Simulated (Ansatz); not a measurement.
Runs of Ansatz 0.2.0 on HfN. The structure is cubic, space group Fm-3m (No. 225). The conventional cell has a = 4.512 Å, b = 4.512 Å, c = 4.512 Å, α = 90.00°, β = 90.00°, γ = 90.00°. Hf (site symmetry m-3m) is surrounded by 6 N at 2.26 Å. N (site symmetry m-3m) is surrounded by 6 Hf at 2.26 Å. 

```csv
task,level,cell,smearing,points for each segment of the path,gap on the mesh (eV),pressure (GPa),relaxed volume (Å³/atom)
relaxation of cell and atoms,LDA,relaxed,fermi-dirac 0.05 eV,-,none,0.0,11.15
relaxation of cell and atoms,PBEsol,relaxed,fermi-dirac 0.05 eV,-,-,0.0,11.40
band structure,BLYP,as given,fermi-dirac 0.05 eV,14,none,15.4,-
single point,PBE,as given,gaussian 0.012 eV,-,none,6.6,-
relaxation of cell and atoms,RPBE,relaxed,fermi-dirac 0.05 eV,-,-,0.0,11.97
band structure,revPBE,as given,fermi-dirac 0.05 eV,14,none,(b),-
band structure,PBEsol,as given,fermi-dirac 0.05 eV,14,none,(a),-
relaxation of cell and atoms,revPBE,relaxed,fermi-dirac 0.05 eV,-,-,0.0,(c)
```

Alike in all rows: potentials or basis Ansatz PAW; no spin polarisation; k mesh 10 × 10 × 10; cutoff (eV) 420.

Fill in the values left out.

(a) -1.9; (b) 10.0; (c) 11.91.

Caveats: the PAW data sets come from PBE, with cores solved anew for the run's functional, which leaves a small shift of forces and pressure (some runs); the plane-wave basis is chosen anew once the cell has moved, so the energies of steps on either side of that aren't comparable (some runs); spin-orbit coupling is left out, which moves the levels of the heavy elements (some runs); so large a pressure means that the cell lies far from this level's equilibrium, or that cutoff or potentials fall short (some runs).

A k mesh can miss the band edges, and the runs leave out spin-orbit coupling on Hf.

A gap of «none» marks a metal or a gap under the smearing width.
